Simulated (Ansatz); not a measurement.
# Pd(111) with 4 layers of random Pd-Pt, 2x2: scattering by chemical disorder, part 2 of 2

How strongly does chemical disorder scatter in Pd(111) with 4 layers of random Pd-Pt, 2x2?

Ansatz 0.2.0; Ansatz plane-wave DFT, PBE, PAW files; ballistic transport by layer matching (Landauer), zero bias; PAW set soft_1.

So far. Step 3 (With 8 alloy layers): Over the solved energies the transmission per spin lies between 2.93 and 4.05, out of 5.42 channels of the lead on average (up to 6.31).

## (4) With 12 alloy layers

In 12 layers a share of 0.75 of the sites is given to Pt at random. A fresh draw is used; the growth of the resistance with length is what counts.

System of this step: Pd(111) with 12 layers of random Pd-Pt, 2x2. The cell holds 72 atoms: 36 Pd and 36 Pt. Its edges and angles: a = 5.501 Å, b = 5.501 Å, c = 40.424 Å, α = 90.0°, β = 90.0°, γ = 120.0°. It derives from Pd. Regions: lead, 24 atoms (24 Pd); scattering region, 48 atoms (36 Pt and 12 Pd). The structure is stacked along c, and the current runs across the ab planes.

input.yaml reads:

```yaml
crystal:
  lattice:
    - [5.5010079149, 0.0, 0.0]
    - [-2.7505039575, 4.7640126007, 0.0]
    - [0.0, 0.0, 40.4239873877]
  atoms:
    - { symbol: Pd, position: [0.0, 0.0, 0.0277777778] }
    - { symbol: Pd, position: [0.0, 0.5, 0.0277777778] }
    - { symbol: Pd, position: [0.5, 0.0, 0.0277777778] }
    - { symbol: Pd, position: [0.5, 0.5, 0.0277777778] }
    - { symbol: Pd, position: [0.1666666667, 0.3333333333, 0.0833333333] }
    - { symbol: Pd, position: [0.1666666667, 0.8333333333, 0.0833333333] }
    - { symbol: Pd, position: [0.6666666667, 0.3333333333, 0.0833333333] }
    - { symbol: Pd, position: [0.6666666667, 0.8333333333, 0.0833333333] }
    - { symbol: Pd, position: [0.3333333333, 0.1666666667, 0.1388888889] }
    - { symbol: Pd, position: [0.3333333333, 0.6666666667, 0.1388888889] }
    - { symbol: Pd, position: [0.8333333333, 0.1666666667, 0.1388888889] }
    - { symbol: Pd, position: [0.8333333333, 0.6666666667, 0.1388888889] }
    - { symbol: Pt, position: [0.0, 0.0, 0.1944444444] }
    - { symbol: Pt, position: [0.0, 0.5, 0.1944444444] }
    - { symbol: Pt, position: [0.5, 0.0, 0.1944444444] }
    - { symbol: Pt, position: [0.5, 0.5, 0.1944444444] }
    - { symbol: Pt, position: [0.1666666667, 0.3333333333, 0.25] }
    - { symbol: Pt, position: [0.1666666667, 0.8333333333, 0.25] }
    - { symbol: Pd, position: [0.6666666667, 0.3333333333, 0.25] }
    - { symbol: Pt, position: [0.6666666667, 0.8333333333, 0.25] }
    - { symbol: Pt, position: [0.3333333333, 0.1666666667, 0.3055555556] }
    - { symbol: Pt, position: [0.3333333333, 0.6666666667, 0.3055555556] }
    - { symbol: Pt, position: [0.8333333333, 0.1666666667, 0.3055555556] }
    - { symbol: Pt, position: [0.8333333333, 0.6666666667, 0.3055555556] }
    - { symbol: Pt, position: [0.0, 0.0, 0.3611111111] }
    - { symbol: Pd, position: [0.0, 0.5, 0.3611111111] }
    - { symbol: Pt, position: [0.5, 0.0, 0.3611111111] }
    - { symbol: Pt, position: [0.5, 0.5, 0.3611111111] }
    - { symbol: Pt, position: [0.1666666667, 0.3333333333, 0.4166666667] }
    - { symbol: Pt, position: [0.1666666667, 0.8333333333, 0.4166666667] }
    - { symbol: Pt, position: [0.6666666667, 0.3333333333, 0.4166666667] }
    - { symbol: Pt, position: [0.6666666667, 0.8333333333, 0.4166666667] }
    - { symbol: Pt, position: [0.3333333333, 0.1666666667, 0.4722222222] }
    - { symbol: Pt, position: [0.3333333333, 0.6666666667, 0.4722222222] }
    - { symbol: Pt, position: [0.8333333333, 0.1666666667, 0.4722222222] }
    - { symbol: Pd, position: [0.8333333333, 0.6666666667, 0.4722222222] }
    - { symbol: Pd, position: [0.0, 0.0, 0.5277777778] }
    - { symbol: Pt, position: [0.0, 0.5, 0.5277777778] }
    - { symbol: Pd, position: [0.5, 0.0, 0.5277777778] }
    - { symbol: Pd, position: [0.5, 0.5, 0.5277777778] }
    - { symbol: Pt, position: [0.1666666667, 0.3333333333, 0.5833333333] }
    - { symbol: Pt, position: [0.1666666667, 0.8333333333, 0.5833333333] }
    - { symbol: Pt, position: [0.6666666667, 0.3333333333, 0.5833333333] }
    - { symbol: Pt, position: [0.6666666667, 0.8333333333, 0.5833333333] }
    - { symbol: Pt, position: [0.3333333333, 0.1666666667, 0.6388888889] }
    - { symbol: Pt, position: [0.3333333333, 0.6666666667, 0.6388888889] }
    - { symbol: Pt, position: [0.8333333333, 0.1666666667, 0.6388888889] }
    - { symbol: Pt, position: [0.8333333333, 0.6666666667, 0.6388888889] }
    - { symbol: Pd, position: [0.0, 0.0, 0.6944444444] }
    - { symbol: Pd, position: [0.0, 0.5, 0.6944444444] }
    - { symbol: Pt, position: [0.5, 0.0, 0.6944444444] }
    - { symbol: Pd, position: [0.5, 0.5, 0.6944444444] }
    - { symbol: Pt, position: [0.1666666667, 0.3333333333, 0.75] }
    - { symbol: Pd, position: [0.1666666667, 0.8333333333, 0.75] }
    - { symbol: Pt, position: [0.6666666667, 0.3333333333, 0.75] }
    - { symbol: Pt, position: [0.6666666667, 0.8333333333, 0.75] }
    - { symbol: Pd, position: [0.3333333333, 0.1666666667, 0.8055555556] }
    - { symbol: Pt, position: [0.3333333333, 0.6666666667, 0.8055555556] }
    - { symbol: Pd, position: [0.8333333333, 0.1666666667, 0.8055555556] }
    - { symbol: Pt, position: [0.8333333333, 0.6666666667, 0.8055555556] }
    - { symbol: Pd, position: [0.0, 0.0, 0.8611111111] }
    - { symbol: Pd, position: [0.0, 0.5, 0.8611111111] }
    - { symbol: Pd, position: [0.5, 0.0, 0.8611111111] }
    - { symbol: Pd, position: [0.5, 0.5, 0.8611111111] }
    - { symbol: Pd, position: [0.1666666667, 0.3333333333, 0.9166666667] }
    - { symbol: Pd, position: [0.1666666667, 0.8333333333, 0.9166666667] }
    - { symbol: Pd, position: [0.6666666667, 0.3333333333, 0.9166666667] }
    - { symbol: Pd, position: [0.6666666667, 0.8333333333, 0.9166666667] }
    - { symbol: Pd, position: [0.3333333333, 0.1666666667, 0.9722222222] }
    - { symbol: Pd, position: [0.3333333333, 0.6666666667, 0.9722222222] }
    - { symbol: Pd, position: [0.8333333333, 0.1666666667, 0.9722222222] }
    - { symbol: Pd, position: [0.8333333333, 0.6666666667, 0.9722222222] }
kpoints:
  mp_grid: { grid: [5, 5, 1] }
hamiltonian:
  xc: pbe
  pseudopotentials: { kind: paw, azcp: { folder: soft_1 } }
scf:
  occupations: { method: fermi_dirac, width: 0.1 }
output:
  transmission:
    leads: [[0, 4]]
    kmesh: [10, 10]
    e_range: [-0.05, 0.05]
    de: 0.05
  write_potential: true
  write_density: true
  volumetric_format: npy
```

The run is started by

```bash
$ ansatz run input.yaml --threads 4 --pin off --max-ram 15360MiB --backend cpu --events-out ev --progress --plain --runs-dir out
```

Numbers of over 12 decimals in the logs are rounded to 6 here.

Output:

```text
[...]
Crystal: 72 atoms, lattice volume = 1059.386 Å³
Basis set: ecut = 420 eV, 20709 PW (Γ)
Bands: 778, of which v1, the nominal top of the filled ones, is band 648 counted from 1 (647 counted from 0)
Symmetry: 1 space group operations
[...]
k-points: 13 of 25 (time reversal used)
[...]
SCF iter   1: F=—  HF=-701984.168883 eV  |F-HF|=—  |Δ(HF+E_count)|=         —  Δρ=1.81e-1  dr2=9.89e3  ethr=3.10e-3  ⟨swp⟩=4.2  Hψ=29787  notcnv=0  defer=437
[...]
SCF iter  12: F=-701915.216347 eV  HF=-701915.216347 eV  |F-HF|=5.77e-8  |Δ(HF+E_count)|=   1.08e-8  Δρ=8.07e-7  dr2=5.93e-8  ethr=7.72e-12  ⟨swp⟩=7.5  Hψ=33704  notcnv=0
SCF 1 converged in 12 iterations: F = -701915.216347 eV  dr2 = 5.93e-8
[...]
transmission: 354 of 3536 steps passed
transmission: 710 of 3536 steps passed
[...]
transmission: 3536 of 3536 steps passed
SCF converged after 12 iterations
Free energy (F): -701915.216347 eV
[...]
Internal energy: -701911.239831 eV  (E = F + TS)
E sigma→0 (E₀):  -701913.228089 eV
Entropy (-TS):   -3.976516 eV (-55.229 meV/atom)
Fermi energy:    21.960287 eV
[...]
--- Band table (eV; the first three rows and the last of 13) ---
  k-point 0: bands = [... 644 lower, 22.1330, 22.1398, 22.1463, 22.1504, 22.1513, 22.1755, 22.1857, 22.1910, ... 126 higher]
  k-point 1: bands = [... 644 lower, 21.9254, 21.9433, 21.9526, 21.9591, 21.9847, 22.0383, 22.0504, 22.0656, ... 126 higher]
  k-point 2: bands = [... 644 lower, 21.9261, 21.9517, 21.9582, 21.9748, 21.9812, 21.9873, 21.9955, 22.0044, ... 126 higher]
  k-point 12: bands = [... 644 lower, 21.9061, 21.9130, 21.9189, 21.9289, 21.9497, 21.9815, 21.9914, 22.0097, ... 126 higher]
--- Transmission ---
  basis      : 235 plane waves across, 68 finite elements along
  points     : 52, standing for a mesh of 10 x 10
[...]
channels       : 5.470000e0 a spin
[...]
junction   : crystal 0 to crystal 0, 0.70 to 38.88 Å
    transmission   : 3.276807e0 a spin
[...]
```

Elapsed: 29 min, on 4 threads of Arm Neoverse V1, shared host; peak memory 8.3 GiB; 1.9 h of CPU time.

Numbers from this step:

| Item | Value |
| --- | --- |
| free energy | -701915.2163 eV |
| energy at zero smearing | -701913.2281 eV |
| Fermi energy | 21.96 eV |
| transmission per spin nearest the Fermi level | 3.277 |
| open channels per spin nearest the Fermi level | 5.47 |
| step of the lead's potential | 11.3 meV |

Per spin. Table of transmission, zone mean by energy, zero at the Fermi level:

```
energy (eV)  transmission, zone mean
    -0.0500                     3.76
     0.0000                     3.28
     0.0500                     2.84
```

Over the solved energies the transmission per spin lies between 2.84 and 3.76, out of 5.43 channels of the lead on average (up to 6.31).

## (5) Resistance against length

This step: Ansatz plane-wave DFT, PBE, PAW files; ballistic transport by layer matching (Landauer), zero bias; residual resistivity from the slope of the area resistance, atoms on the host's lattice; PAW set soft_1 (Ansatz 0.2.0).

This step gave:

```
resistivity           : 6.773 µΩ cm
intercept             : 0.2211 fΩ m²
scatter about the fit : 2.35e-4 fΩ m²
```

Resistance, by row:

```
run  length (Å)      T  channels N  RA (fΩ m²)
 n4       8.983  3.741       5.437      0.2821
 n8       17.97  3.498       5.417      0.3424
n12       26.95  3.294        5.43      0.4038
```

The area resistance by length of the alloy:

```csv
length of the alloy (Å),area resistance (fΩ m²)
8.98,0.282
17.97,0.342
26.95,0.404
```

The area resistance goes from 0.28 to 0.40 fΩ m² between 9.0 and 26.9 Å, a slope of 6.8 µΩ cm.

By hand from the end points: (0.4038 − 0.2821) fΩ m² / (26.95 − 8.98) Å = 6.8 µΩ cm, since 1 fΩ m² per Å is 1000 µΩ cm.

## (6) Results

```yaml
resistivity_from_the_slope: 6.77 µΩ cm
area_resistance_over_8p98_a: 0.282 fΩ m²
area_resistance_over_18p0_a: 0.342 fΩ m²
area_resistance_over_26p9_a: 0.404 fΩ m²
```

In words: The slope gives 6.8 µΩ cm. The points scatter by 2.4e-4 fΩ m² about the line, with one random draw a length in a 2x2 cell, so the slope is a rough value. Read with a model of isotropic scattering on a spherical Fermi surface and the lead's 1.6×10¹⁵ S/m², this slope means a mean free path near 76 Å (a rough figure, since the alloy's own channel count differs); over these lengths the model's slope is 1.11 times its bulk resistivity, which would be 6.1 µΩ cm. The atoms sit on the host's lattice, so scattering by size misfit is left out. Spin-orbit coupling is left out, which matters for Pt.

[Logs are printed without paths, hosts, clocks, repeated set-up lines and the standing remarks that a program may print on its own settings, such as how far it seeks lower states.]

[Hosts, paths, dates, database ids (printed as entryN), source tags and the programs' standing remarks are cut or masked in the printed files.]
